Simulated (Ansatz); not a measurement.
## From the elastic tensor of BN at 5 GPa (stress–strain coefficients) to moduli and sound speeds

Level of theory: DFT PBEsol, scalar-relativistic, plane waves, PAW (Ansatz). Plane waves to 420 eV; Γ-centred k mesh 12×12×12; fixed occupations. No spin polarisation.

It takes space group R3m (No. 160, trigonal). The conventional cell has a = 2.494 Å, b = 2.494 Å, c = 9.017 Å, α = 90.00°, β = 90.00°, γ = 120.00°. Around B (site symmetry 3m) lie 3 N at 1.44 Å. N (site symmetry 3m) is surrounded by 3 B at 1.44 Å.

The crystal is built of layers and no dispersion correction was added, so the binding between them is poorly described, and with it their spacing and whatever depends on it.

Relaxed-ion constants (GPa, on the Cartesian axes of the calculation):
```
991.0 242.7   7.5   7.3   0.0   0.0
242.7 991.0   7.5  -7.3   0.0   0.0
  7.6   7.6  67.4   0.0   0.0   0.0
  7.3  -7.3   0.0  12.1   0.0   0.0
  0.0   0.0   0.0   0.0  12.1   7.3
  0.0   0.0   0.0   0.0   7.3 374.2
```

Density 2.545 g/cm³; 2 atoms in 16.19 Å³.

The values that follow are for a polycrystal of randomly turned grains, by Hill's mean where one number stands. In a crystal this anisotropic the Voigt and Reuss bounds lie far apart, so Hill's mean and the sound speeds and Debye temperature from it are rough.

```
Bulk modulus, Voigt / Reuss / Hill          : 285.0 / 62.1 / 173.5 GPa
Shear modulus, Voigt / Reuss / Hill         : 199.1 / 25.9 / 112.5 GPa
Young's modulus                             : 278 GPa
Poisson ratio                               : 0.233
Pugh ratio B/G                              : 1.54
Universal anisotropy index                  : 37.02
Longitudinal and transverse sound speeds    : 11276 and 6650 m/s
Debye temperature from the mean sound speed : 1092 K
```

This form isn't the usual stable structure of the compound at low pressure.

Cost: 1 run of about 2.9 core-minutes, on Arm Neoverse V1 (shared hosts).